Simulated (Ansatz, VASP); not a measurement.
# InP: VASP beside Ansatz

One calculation is typed for both programs; each brings its own data sets. How far apart do they land? The cell is taken from a series of runs on this material, whose earlier steps may have relaxed, scaled, displaced or heated it; both programs get it as it stands.

Program: Ansatz 0.2.0. Level of theory: plane waves, with VASP 6.6.1 beside it; G0W0 gap at r2SCAN. Results are calculated unless marked as measured.

### Step 1. Set-up

It takes space group Imm2 (No. 44, orthorhombic). The conventional cell has a = 4.061 Å, b = 4.212 Å, c = 5.744 Å, α = 90.00°, β = 90.00°, γ = 90.00°. Nearest to In lie 4 P at 2.51 to 2.53 Å. P has 4 In at 2.51 to 2.53 Å nearest. Farther neighbours are not listed.

Coordinates:

```cif
data_structure
_symmetry_space_group_name_H-M 'P 1'
_symmetry_Int_Tables_number 1
_cell_length_a 4.0996
_cell_length_b 4.0996
_cell_length_c 4.2121
_cell_angle_alpha 59.088
_cell_angle_beta 59.088
_cell_angle_gamma 59.385
_cell_volume 49.13
loop_
_atom_site_label
_atom_site_type_symbol
_atom_site_fract_x
_atom_site_fract_y
_atom_site_fract_z
_atom_site_occupancy
In1 In 0.99651 0.99651 0.00349 1
P2 P 0.75349 0.75349 0.74651 1
```

### Step 2. Ansatz: G0W0 gap, r2SCAN

Ansatz runs on its default PAW (the set named soft_2) files.

Quasiparticle shifts depend on high empty states and on the cores, so they are the hardest test of two PAW sets.

The input, input.yaml:

```yaml
crystal:
  lattice:
    - [-2.0307328916, -2.87189, 2.1060405788]
    - [2.0307328916, -2.87189, 2.1060405788]
    - [0.0, 0.0, 4.2120811577]
  atoms:
    - { symbol: In, position: [-0.0034882465, -0.0034882465, 0.0034882465] }
    - { symbol: P, position: [0.7534882465, 0.7534882465, 0.7465117535] }
kpoints:
  mp_grid: { grid: [6, 6, 6] }
hamiltonian:
  xc: r2scan
scf:
  occupations: { method: fixed }
gw:
  n_empty_bands: 204
  ecut_chi: 150.0
  qp_bands: [v3, c2]
  screening: { model: contour_deformation }
```

The run is started by

```console
$ ansatz run input.yaml --threads 14 --pin off --max-ram 73728MiB --backend cpu --events-out ev --progress --plain --runs-dir out
```

Numbers of over 12 decimals in the logs are rounded to 6 here.

The log of the run:

```text
Engine: ansatz 0.2.0, aarch64-unknown-linux-gnu
Pseudopotentials: kind: paw
Pseudopotential: In, paw, valence charge 13, recommended cutoff 500 eV (meta_gga), In.paw.azcp
Pseudopotential: P, paw, valence charge 5, recommended cutoff 500 eV (meta_gga), P.paw.azcp
Functional definition: r2SCAN
  parameter k0 = 0.174
  parameter k1 = 0.065
  parameter a1 = 4.9479
  exchange = r2scan_x(k0 = k0, k1 = k1, a1 = a1)
  correlation = r2scan_c
Crystal: 2 atoms, lattice volume = 49.130 Å³
Basis set: ecut = 500 eV, 1263 PW (Γ), exchange–correlation on 120×120×128 points (64 copies of the dense FFT grid, shifted against one another)
Bands: 13, of which v1, the nominal top of the filled ones, is band 9 counted from 1 (8 counted from 0)
Symmetry: 4 space group operations
Space group: Imm2 (ITA 44), of the structure as read, at distance tolerance 3.7e-5 Å
k-points: 46 of 216 (time reversal used)
Non-local potential: In, projectors of the file, l = 0: 2, l = 1: 2, l = 2: 2, l = 3: 2
Non-local potential: P, projectors of the file, l = 0: 2, l = 1: 2, l = 2: 2
PAW form: soft (Blöchl's): semilocal exchange-correlation on the pseudo side does not see the compensation charge
PAW frozen core: In, regenerated for the run's functional (the file was generated under x = pbe(κ = 0.804, μ = 0.219515), c = pbe(β = 0.066725))
PAW frozen core: P, regenerated for the run's functional (the file was generated under x = pbe(κ = 0.804, μ = 0.219515), c = pbe(β = 0.066725))
PAW one-centre angular grid: In, 590 points (default); XC on 289 of its mesh's 2783 points in the sphere
PAW one-centre angular grid: P, 302 points (default); XC on 160 Gauss nodes
Initial density: superposition of atomic densities (neutral atoms: chi_scale 0, normalization atom), corrected by the library's trained network
Initial wavefunctions: pseudopotential atomic-orbital guess
Functional: x = r2scan, c = r2scan; τ floored in thin density (d = 2e-4 eV/Å³)
SCF iter   1: F=—  HF=-6371.682503 eV  |F-HF|=—  |Δ(HF+E_count)|=         —  Δρ=6.92e-3  dr2=1.70e-2  dr2_τ=1.24e-2  ethr=1.77e-3  ⟨swp⟩=5.0  Hψ=3273  notcnv=0  defer=89
preconditioner: auto → none  [insulator: Δε(μ)=1.107 eV  Ē_g=15.666 eV  n_scr=14 (ndim 8)  ℏωp=22.5 eV  f_vac=0.016  ε∞_Penn≈3.1]
SCF iter   2: F=—  HF=-6371.692179 eV  |F-HF|=—  |Δ(HF+E_count)|=   9.68e-3  Δρ=1.89e-3  dr2=1.84e-3  dr2_τ=1.04e-4  ethr=9.42e-5  ⟨swp⟩=3.0  Hψ=1549  notcnv=0  defer=92
SCF iter   3: F=—  HF=-6371.692229 eV  |F-HF|=—  |Δ(HF+E_count)|=   4.97e-5  Δρ=1.11e-3  dr2=3.44e-4  dr2_τ=1.02e-5  ethr=1.02e-5  ⟨swp⟩=3.2  Hψ=1110  notcnv=0  defer=92
SCF iter   4: F=—  HF=-6371.692321 eV  |F-HF|=—  |Δ(HF+E_count)|=   9.23e-5  Δρ=5.17e-4  dr2=7.72e-5  dr2_τ=1.38e-6  ethr=1.91e-6  ⟨swp⟩=1.8  Hψ=672  notcnv=0  defer=92
SCF iter   5: F=—  HF=-6371.692332 eV  |F-HF|=—  |Δ(HF+E_count)|=   1.06e-5  Δρ=1.05e-4  dr2=3.07e-6  dr2_τ=7.16e-8  ethr=4.29e-7  ⟨swp⟩=2.2  Hψ=822  notcnv=0  defer=89
SCF iter   6: F=-6371.692332 eV  HF=-6371.692332 eV  |F-HF|=1.28e-8  |Δ(HF+E_count)|=   6.85e-7  Δρ=1.63e-5  dr2=7.92e-8  dr2_τ=2.02e-9  ethr=5.56e-10  ⟨swp⟩=5.4  Hψ=3319  notcnv=0
SCF 1 converged in 6 iterations: F = -6371.692332 eV  dr2 = 7.92e-8
  greatest PAW one-centre occupation: 0.981 electrons in one spin orbital (limit 2), on the In atom at site 0 (counted from 0), in its partial waves of l = 2
NSCF: frozen V_eff on 46 k-points
G₀W₀ screening: q 1/46
[... further progress lines ...]
NSCF: frozen V_eff on 1 k-points
NSCF: frozen V_eff on 1 k-points
[...]
SCF converged after 6 iterations
Free energy (F): -6371.692332 eV
Harris-Foulkes:  -6371.692332 eV  (|F-HF|=1.28e-8)
Internal energy: -6371.692332 eV  (E = F + TS)
E sigma→0 (E₀):  -6371.692332 eV
Fermi energy:    7.240283 eV
--- Per-component energies (eV) ---
  E_band       = -57.064059
  E_kinetic    = 314.298465
  E_local      = -1384.933069  (includes V_loc(G=0)·N_el)
  E_nonlocal   = 401.714494
  E_hartree    = 548.006439
  E_xc         = -259.494236
  E_vxc        = -171.916259  (∫ρ·V_xc dr)
  E_paw        = -4761.440917  (= ΣΔE_a)
  E_vpaw       = -322.471543  (= ΣTr[D̂ρ^β])
  E_aug_tail   = 0.000008  (compensation charges beyond the density's cutoff)
  E_vtau       = 10.236354  (kinetic-family band-sum trace: ∫τ·v_τ [+ j·A + Jᵃ·Aᵃ] dr)
  E_ewald      = -1230.718220
  E_core_change = 0.874704  (= ΣΔE_core)
  E_smearing   = -0.000000  (= −TS)
  E_closure    = 0.000000  (closes the sum)
  Σ components = -6371.692332   (vs F -6371.692332, Δ=0.00e0)
--- Band table (eV; the first three rows and the last of 46) ---
  k-point 0: bands = [... 5 lower, -5.0335, 6.9808, 7.1849, 7.2403, 8.4081, 11.3812, 11.5774, 11.7786]
  k-point 1: bands = [... 5 lower, -4.7010, 4.8404, 6.8231, 6.9139, 9.4992, 11.8247, 12.1289, 12.1913]
[...]
24    11     11.0081    -7.7375    -4.3180   -12.0648  0.7712    11.0175    11.0175  root
    25     7      3.1680   -17.2653     2.4695   -14.3221  0.7180     2.6878     2.6943  root
    25     8      5.5036   -15.9613     1.5845   -13.9065  0.7562     5.0282     5.0333  root
    25     9      5.6095   -15.8300     1.4813   -13.8749  0.7573     5.1305     5.1357  root
    25    10      9.9764    -8.3086    -3.9403   -12.2638  0.7813     9.9913     9.9913  root
    25    11     11.5447    -7.8069    -4.4345   -12.2707  0.7686    11.5741    11.5741  root
    26     7      2.0713   -17.4091     2.8967   -14.0681  0.7059     1.6235     1.6271  root
    26     8      4.2839   -15.3080     2.0489   -12.7655  0.7385     3.7825     3.7903  root
    26     9      5.3507   -15.7694     1.6831   -13.5998  0.7536     4.8584     4.8642  root
    26    10     11.1479    -7.7542    -4.1831   -11.9670  0.7752    11.1776    11.1776  root
    26    11     11.4850    -7.9577    -4.5217   -12.5166  0.7647    11.5221    11.5221  root
    27     7      1.3832   -16.9711     3.1605   -13.3769  0.7020     0.9458     0.9495  root
    27     8      3.8637   -15.3484     2.2189   -12.6359  0.7304     3.3620     3.3702  root
    27     9      4.9770   -15.5624     1.8178   -13.2522  0.7493     4.4782     4.4846  root
    27    10     11.3250    -8.3551    -4.3540   -12.7718  0.7689    11.3878    11.3877  root
    27    11     11.8529    -6.7787    -4.3776   -11.1271  0.7696    11.8237    11.8237  root
    28     7      2.0978   -17.4100     2.9069   -14.0569  0.7052     1.6475     1.6516  root
    28     8      4.2057   -15.3214     2.0621   -12.7653  0.7381     3.7039     3.7116  root
    28     9      5.3290   -15.7827     1.6639   -13.6372  0.7538     4.8417     4.8474  root
    28    10     10.7720    -7.8646    -4.1953   -12.0989  0.7746    10.8110    10.8110  root
    28    11     11.4656    -7.8718    -4.4223   -12.3198  0.7683    11.4913    11.4913  root
    29     7      1.4844   -16.7083     3.2241   -13.0526  0.7003     1.0484     1.0529  root
    29     8      4.9066   -15.7545     1.7416   -13.5244  0.7492     4.4117     4.4181  root
    29     9      5.4181   -15.9767     1.6271   -13.8782  0.7554     4.9416     4.9467  root
[...]
44     9      5.1054   -15.8577     1.7463   -13.6336  0.7519     4.6221     4.6278  root
    44    10      9.6783    -7.3032    -3.9050   -11.1933  0.7880     9.6634     9.6634  root
    44    11     12.8416    -7.6676    -4.9606   -12.6836  0.7398    12.8971    12.8970  root
    45     7      1.2275   -17.2982     3.2420   -13.6167  0.6979     0.7835     0.7880  root
    45     8      4.3730   -15.5810     2.0281   -13.0703  0.7418     3.8837     3.8904  root
    45     9      4.7779   -15.7110     1.9761   -13.2447  0.7452     4.2813     4.2878  root
    45    10      8.8802    -6.7839    -3.6371   -10.3365  0.7952     8.7957     8.7956  root
    45    11      9.7049    -7.5962    -3.8839   -11.4760  0.7897     9.7009     9.7009  root
```

Reading the cycles: dr2 is the Hartree energy of the density residual (eV), the measure of convergence; HF is the Harris–Foulkes estimate of the energy, which meets the free energy F at convergence.

[end of part 1 of 2]

[Lines on the potential files, build, host, timing and source positions are cut from VASP's logs without a mark.]

[Logs are printed without paths, hosts, clocks, repeated set-up lines and the standing remarks that a program may print on its own settings, such as how far it seeks lower states.]

[Hosts, paths, dates, database ids (printed as entryN), source tags and the programs' standing remarks are cut or masked in the printed files.]
